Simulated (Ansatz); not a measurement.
The calculation used Ansatz 0.2.0, DFT PBE, scalar-relativistic, plane waves, PAW. All cells share a 420 eV cutoff and Γ-centred k meshes spaced at most about 0.3 Å⁻¹ (about 0.25 or finer for metals, 2π included). No spin polarisation.

All energies are static (0 K, no zero-point motion).

Two forms of Si₄C₃ were relaxed alike.

1. Space group P-43m (No. 215), cubic, a = 4.357 Å. Si is surrounded by 3 C at 1.89 Å; C is surrounded by 4 Si at 1.89 Å.

2. Space group P3m1 (No. 156), trigonal, a = 3.138 Å, c = 18.808 Å. Si on its first site is surrounded by 4 C at 1.89–1.92 Å; Si on its second site is surrounded by 4 C at 1.89–1.91 Å; Si on its third site has 1 C at 1.89 Å and 3 Si at 2.25 Å; Si on its fourth site is surrounded by 3 C at 1.91 Å and 1 Si at 2.37 Å; C on its first site is surrounded by 4 Si at 1.89–1.92 Å; 9 more sites not described.

**Question.** Which form is favoured at zero pressure, and by what margin per atom?

**Answer.** Cell 2 is lower, by 280 meV/atom. Cell 1 has space group P-43m (No. 215), 11.8 Å³/atom and no gap on its mesh; cell 2 has space group P3m1 (No. 156), 11.5 Å³/atom and no gap. Counting C atoms around Si (those within 1.25 times the shortest such distance or 1.15 times the sum of covalent radii, 1.27 where that leaves under three; the shortest distance is added where it exceeds 1.18 times the sum of covalent radii; a slash parts the counts of unlike sites), cell 1 has Si 3 and cell 2 has Si 1/3/4/6 from 3.5 Å. Cell 2 holds Si–Si nets (shortest 2.25 Å); in cell 1 the shortest Si–Si distance is 3.06 Å. The denser one is the lower, and pressure would at first widen the difference. Both come from invented guesses.

Cells relaxed within their symmetry can be saddle points.
